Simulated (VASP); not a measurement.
# MgTe (P6_3mc) in VASP: a series of runs

The runs below take MgTe through single point, with PBE.

Program: VASP 6.6.1. These are calculated values, not measurements. Logs are shortened: lines on timing, memory, paths and dates and some standing lists are left out, and cuts for length are marked.

### Step 1. The crystal as given

It takes space group P6_3mc (No. 186, hexagonal). The conventional cell has a = 4.607 Å, b = 4.607 Å, c = 7.506 Å, α = 90.00°, β = 90.00°, γ = 120.00°. Around Mg (site symmetry 3m) lie 4 Te at 2.82 Å. Around Te (site symmetry 3m) lie 4 Mg at 2.82 Å.

### Step 2. Single point, PBE

INCAR

```
SYSTEM = MgTe
PREC = Accurate
ENCUT = 520
EDIFF = 1E-7
ISMEAR = 0
SIGMA = 0.02
LREAL = .False.
LASPH = .True.
NELM = 100
ALGO = Normal
ISIF = 2
LWAVE = .False.
LCHARG = .False.
GGA = PE
NBANDS = 16
```

KPOINTS

```
regular mesh
0
Gamma
  9 9 4
  0 0 0
```

POSCAR

```
MgTe
1.0
    4.6071654310      0.0000000000      0.0000000000
   -2.3035827155      3.9899223027      0.0000000000
    0.0000000000      0.0000000000      7.5055058358
Mg Te
2 2
Direct
    0.3333333333      0.6666666667      0.0044219831
    0.6666666667      0.3333333333      0.5044219831
    0.3333333333      0.6666666667      0.3805780169
    0.6666666667      0.3333333333      0.8805780169
```

Potentials or basis: VASP PAW PBE potentials, release 64 (Mg, Te).

Started as:

```
$ cat potpaw_PBE.64/Mg/POTCAR potpaw_PBE.64/Te/POTCAR > POTCAR
$ mpirun -np 1 vasp_std > vasp.out
```

OUTCAR:

```text
SYSTEM = MgTe
   PREC = Accurate
   ENCUT = 520
   EDIFF = 1E-7
   ISMEAR = 0
   LREAL = .False.
   LASPH = .True.
   NELM = 100
   ISIF = 2
   GGA = PE

 ion  position               nearest neighbor table
   1  0.333  0.667  0.004-   4 2.82   4 2.82   4 2.82   3 2.82
   2  0.667  0.333  0.504-   3 2.82   3 2.82   3 2.82   4 2.82
   3  0.333  0.667  0.381-   2 2.82   2 2.82   2 2.82   1 2.82
   4  0.667  0.333  0.881-   1 2.82   1 2.82   1 2.82   2 2.82

  LATTYP: Found a hexagonal cell.
 ALAT       =     4.6071654310
 C/A-ratio  =     1.6290940597

  Lattice vectors:

 A1 = (   4.6071654310,   0.0000000000,   0.0000000000)
 A2 = (  -2.3035827155,   3.9899223027,   0.0000000000)
 A3 = (   0.0000000000,   0.0000000000,   7.5055058358)

Analysis of symmetry for initial positions (statically):
=====================================================================
 Subroutine PRICEL returns:
 Original cell was already a primitive cell.

 Routine SETGRP: Setting up the symmetry group for a
 hexagonal supercell.

 Subroutine GETGRP returns: Found 12 space group operations
 (whereof  6 operations were pure point group operations)
 out of a pool of 24 trial point group operations.

The static configuration has the point symmetry C_3v.
 The point group associated with its full space group is C_6v.

Analysis of symmetry for dynamics (positions and initial velocities):
=====================================================================
 Subroutine PRICEL returns:
 Original cell was already a primitive cell.

 Routine SETGRP: Setting up the symmetry group for a
 hexagonal supercell.

 Subroutine GETGRP returns: Found 12 space group operations
 (whereof  6 operations were pure point group operations)
 out of a pool of 24 trial point group operations.

The dynamic configuration has the point symmetry C_3v.
 The point group associated with its full space group is C_6v.

 Subroutine INISYM returns: Found 12 space group operations
 (whereof  6 operations are pure point group operations),
 and found     1 'primitive' translations

----------------------------------------------------------------------------------------

                                     Primitive cell

  volume of cell :     137.9680

  direct lattice vectors                    reciprocal lattice vectors
     4.607165431  0.000000000  0.000000000     0.217053200  0.125315723  0.000000000
[... 94 lines left out ...]
   IBRION =     -1    ionic relax: 0-MD 1-quasi-New 2-CG
   NFREE  =      0    steps in history (QN), initial steepest desc. (CG)
   ISIF   =      2    stress and relaxation
   ISYM   =      2    0-nonsym 1-usesym 2-fastsym
   POTIM  = 0.5000    time-step for ionic-motion
   TEBEG  =    0.0;   TEEND  =   0.0 temperature during run
   PSTRESS=    0.0 pullay stress
   NELECT =      16.0000    total number of electrons
   NUPDOWN=      -1.0000    fix difference up-down
   EMIN   =  10.00;   EMAX   =-10.00  energy-range for DOS
   EFERMI =   0.00;   METHOD = LEGACY
   ISMEAR =     0;   SIGMA  =   0.02  broadening in eV -4-tet -1-fermi 0-gaus
   EFERMI_NEDOS =   21; number of points for ismear=-14 and -15
   IALGO  =     38    algorithm
   IMIX   =      4    mixing-type and parameters
     AMIX     =   0.40;   BMIX     =  1.00
     AMIX_MAG =   1.60;   BMIX_MAG =  1.00
  volume/ion in A,a.u.               =      34.49       232.76
  Fermi-wavevector in a.u.,A,eV,Ry     =   0.798342  1.508647  8.671664  0.637349
  Thomas-Fermi vector in A             =   1.905234
   LORBIT       =      0    0 simple, 1 ext, 2 COOP (PROOUT), +10 PAW based schemes
   GGA     = PE    functional components
   LHFCALC =     F    Hartree Fock is set to
   AEXX    =    0.0000 exact exchange contribution
   IVDW    =     0    specifies the selected vdW correction
   LEPSILON=     F    determine dielectric tensor
   LRPA    =     F    only Hartree local field effects (RPA)
 non-spin polarized calculation
 Gauss-broadening in eV      SIGMA  =   0.02
  energy-cutoff  :      520.00
  volume of cell :      137.97
 maximum number of plane-waves:      3748
 NGX is ok and might be reduce to    36
   NGX = 17   NGY = 17   NGZ = 27

 number of electron      15.9999999 magnetization

 Free energy of the ion-electron system (eV)
  ---------------------------------------------------
  ext. energy  EPLUGINS =         0.00000000
  ---------------------------------------------------
  free energy    TOTEN  =       -12.81199773 eV

  energy without entropy =      -12.81199773  energy(sigma->0) =      -12.81199773

 E-fermi :   1.8213     XC(G=0):  -7.7555

 val. band max:        1.7408463660   @ k =   0.0000   0.0000   0.0000
 cond. band min:       4.1054353858   @ k =   0.0000   0.0000   0.0000
 fundamental gap:      2.3645890198
 Fermi energy:         1.8212950963

 k-point     1 :       0.0000    0.0000    0.0000
  band No.  band energies     occupation
      1      -8.3905      2.00000
      2      -7.8221      2.00000
      3      -1.4127      2.00000
      4       1.2738      2.00000
      5       1.2738      2.00000
      6       1.7399      2.00000
[... 433 lines left out ...]
      3      -0.9790      2.00000
      4      -0.9790      2.00000
      5      -0.4092      2.00000
      6       0.2484      2.00000
[... 8 lines left out ...]
     15       9.3757      0.00000
     16       9.6038      0.00000

 [... further k-points ...]

------------------------ aborting loop because EDIFF is reached ----------------------------------------

  FORCE on cell =-STRESS in cart. coord.  units (eV):
  Direction    XX          YY          ZZ          XY          YZ          ZX
  --------------------------------------------------------------------------------------
  -------------------------------------------------------------------------------------
  Total       -0.0162490     -0.0162490     -0.0309027      0.0000000      0.0000000      0.0000000
  in kB       -0.1886948     -0.1886948     -0.3588632      0.0000000      0.0000000      0.0000000
  external PRESSURE =      -0.2454176 kB  Pullay stress =       0.0000000 kB

 VOLUME and BASIS-vectors are now :
 -----------------------------------------------------------------------------
  energy-cutoff  :      520.00
  volume of cell :      137.97
      direct lattice vectors                 reciprocal lattice vectors
     4.607165431  0.000000000  0.000000000     0.217053200  0.125315723  0.000000000
    -2.303582716  3.989922303  0.000000000     0.000000000  0.250631447  0.000000000
     0.000000000  0.000000000  7.505505836     0.000000000  0.000000000  0.133235524

 POSITION                                       TOTAL-FORCE (eV/Angst)
 -----------------------------------------------------------------------------------
     -0.00000      2.65995      0.03319         0.000000      0.000000     -0.001664
      2.30358      1.32997      3.78594         0.000000     -0.000000     -0.001664
     -0.00000      2.65995      2.85643         0.000000      0.000000      0.001664
      2.30358      1.32997      6.60918        -0.000000     -0.000000      0.001664
 -----------------------------------------------------------------------------------
    total drift:                               -0.000000     -0.000000     -0.000089

  FREE ENERGIE OF THE ION-ELECTRON SYSTEM (eV)
  ---------------------------------------------------
  free  energy   TOTEN  =       -12.8119977276 eV

  energy  without entropy=      -12.8119977276  energy(sigma->0) =      -12.81199773
```

OSZICAR:

```text
N       E                     dE             d eps       ncg     rms          rms(c)
DAV:   1     0.547934236860E+02    0.54793E+02   -0.52692E+03  1152   0.764E+02
DAV:   2    -0.850427460800E+01   -0.63298E+02   -0.58298E+02  1576   0.111E+02
DAV:   3    -0.131135415738E+02   -0.46093E+01   -0.45924E+01  1600   0.329E+01
DAV:   4    -0.132053194511E+02   -0.91778E-01   -0.91773E-01  1544   0.547E+00
DAV:   5    -0.132062464156E+02   -0.92696E-03   -0.92696E-03  1592   0.504E-01    0.398E+00
DAV:   6    -0.128532687836E+02    0.35298E+00   -0.40885E-01  1240   0.264E+00    0.263E+00
DAV:   7    -0.128057650953E+02    0.47504E-01   -0.30687E-01  1456   0.228E+00    0.125E+00
DAV:   8    -0.128118356229E+02   -0.60705E-02   -0.18885E-02  1240   0.690E-01    0.257E-01
DAV:   9    -0.128116060109E+02    0.22961E-03   -0.66588E-04  1488   0.156E-01    0.115E-01
DAV:  10    -0.128120198807E+02   -0.41387E-03   -0.72489E-04  1256   0.126E-01    0.509E-02
DAV:  11    -0.128119913314E+02    0.28549E-04   -0.60189E-05  1512   0.326E-02    0.671E-03
DAV:  12    -0.128119972582E+02   -0.59268E-05   -0.11740E-05  1248   0.166E-02    0.979E-03
DAV:  13    -0.128119976877E+02   -0.42944E-06   -0.16087E-06  1488   0.598E-03    0.212E-03
DAV:  14    -0.128119977276E+02   -0.39901E-07   -0.53180E-08  1128   0.120E-03
   1 F= -.12811998E+02 E0= -.12811998E+02  d E =-.774146E-11
```

Wall time 61 s (1 thread of AMD EPYC 7R13 (Zen 3), shared host); peak memory 0.25 GiB.

What came out:

```yaml
Free_energy: -12.8120 eV
Pressure: 0.0 GPa
Band_gap_on_the_k_mesh: 2.36 eV, direct
```

Caveat: spin-orbit coupling is left out, which moves the levels of the heavy elements.

### Step 3. Single point, PBE

INCAR

```
PREC = Accurate
ENCUT = 520
EDIFF = 1E-7
ISMEAR = 0
SIGMA = 0.02
LREAL = False
LASPH = True
NELM = 100
ALGO = Normal
ISIF = 2
LWAVE = False
LCHARG = False
GGA = PE
NBANDS = 16
```

KPOINTS

```
Automatic mesh
0
Gamma
  6 6 4
```

POSCAR is that of step 2.

Potentials or basis: VASP PAW PBE potentials, release 64 (Mg, Te).

Started as:

```
$ cat potpaw_PBE.64/Mg/POTCAR potpaw_PBE.64/Te/POTCAR > POTCAR
$ mpirun -np 1 vasp_std > vasp.out
```

OUTCAR:

```text
PREC = Accurate
   ENCUT = 520
   EDIFF = 1E-7
   ISMEAR = 0
   LREAL = False
   LASPH = True
   NELM = 100
   ISIF = 2
   GGA = PE

 ion  position               nearest neighbor table
   1  0.333  0.667  0.004-   4 2.82   4 2.82   4 2.82   3 2.82
   2  0.667  0.333  0.504-   3 2.82   3 2.82   3 2.82   4 2.82
   3  0.333  0.667  0.381-   2 2.82   2 2.82   2 2.82   1 2.82
   4  0.667  0.333  0.881-   1 2.82   1 2.82   1 2.82   2 2.82

  LATTYP: Found a hexagonal cell.
[... 595 lines left out ...]
  FORCE on cell =-STRESS in cart. coord.  units (eV):
  Direction    XX          YY          ZZ          XY          YZ          ZX
  --------------------------------------------------------------------------------------
  -------------------------------------------------------------------------------------
  Total       -0.0091708     -0.0091708     -0.0355741      0.0000000     -0.0000000      0.0000000
  in kB       -0.1064972     -0.1064972     -0.4131101      0.0000000     -0.0000000      0.0000000
  external PRESSURE =      -0.2087015 kB  Pullay stress =       0.0000000 kB

 VOLUME and BASIS-vectors are now :
 -----------------------------------------------------------------------------
  energy-cutoff  :      520.00
  volume of cell :      137.97
      direct lattice vectors                 reciprocal lattice vectors
     4.607165431  0.000000000  0.000000000     0.217053200  0.125315723  0.000000000
    -2.303582716  3.989922303  0.000000000     0.000000000  0.250631447  0.000000000
     0.000000000  0.000000000  7.505505836     0.000000000  0.000000000  0.133235524

 POSITION                                       TOTAL-FORCE (eV/Angst)
 -----------------------------------------------------------------------------------
     -0.00000      2.65995      0.03319        -0.000000      0.000000     -0.001729
      2.30358      1.32997      3.78594         0.000000     -0.000000     -0.001729
     -0.00000      2.65995      2.85643         0.000000     -0.000000      0.001729
      2.30358      1.32997      6.60918        -0.000000      0.000000      0.001729
 -----------------------------------------------------------------------------------
    total drift:                               -0.000000     -0.000000     -0.000089

  FREE ENERGIE OF THE ION-ELECTRON SYSTEM (eV)
  ---------------------------------------------------
  free  energy   TOTEN  =       -12.8105005086 eV

  energy  without entropy=      -12.8105005086  energy(sigma->0) =      -12.81050051
```

stdout:

```text
POSCAR found type information on POSCAR MgTe
 POSCAR found :  2 types and       4 ions
 scaLAPACK will be used
 LDA part: xc-table for (Slater+PW92), standard interpolation
 POSCAR, INCAR and KPOINTS ok, starting setup
 FFT: planning ... GRIDC
 FFT: planning ... GRID_SOFT
 FFT: planning ... GRID
 WAVECAR not read
 entering main loop
```

It took 41 s on 1 thread of Intel Xeon Platinum 8488C (Sapphire Rapids), shared host; peak memory 0.25 GiB.

Results:

```
Free energy            : -12.8105 eV
Pressure               : 0.0 GPa
Band gap on the k mesh : 2.36 eV, direct
```

Levels at points of the mesh, in eV from the valence-band top:
| k point | band 4 | band 5 | band 6 | band 7 | band 8 | band 9 | band 10 | band 11 | band 12 | band 13 |
| --- | --- | --- | --- | --- | --- | --- | --- | --- | --- | --- |
| (0.00, 0.00, 0.00) | -0.47 | -0.47 | 0.00 | 0.00 | 0.00 | 2.36 | 2.94 | 5.26 | 5.26 | 5.60 |
| (0.50, 0.00, 0.00) | -2.55 | -1.89 | -1.18 | -0.96 | -0.43 | 3.18 | 3.83 | 4.25 | 5.48 | 6.54 |
| (0.00, 0.00, 0.50) | -1.95 | -0.25 | -0.25 | -0.25 | -0.25 | 3.39 | 3.39 | 5.51 | 5.51 | 5.51 |
| (0.50, 0.00, 0.50) | -3.07 | -0.86 | -0.86 | -0.84 | -0.84 | 3.21 | 3.21 | 4.26 | 4.26 | 6.99 |

Caveat: spin-orbit coupling is left out, which moves the levels of the heavy elements. A hybrid or GW would open this gap; PBE tends to underestimate it.
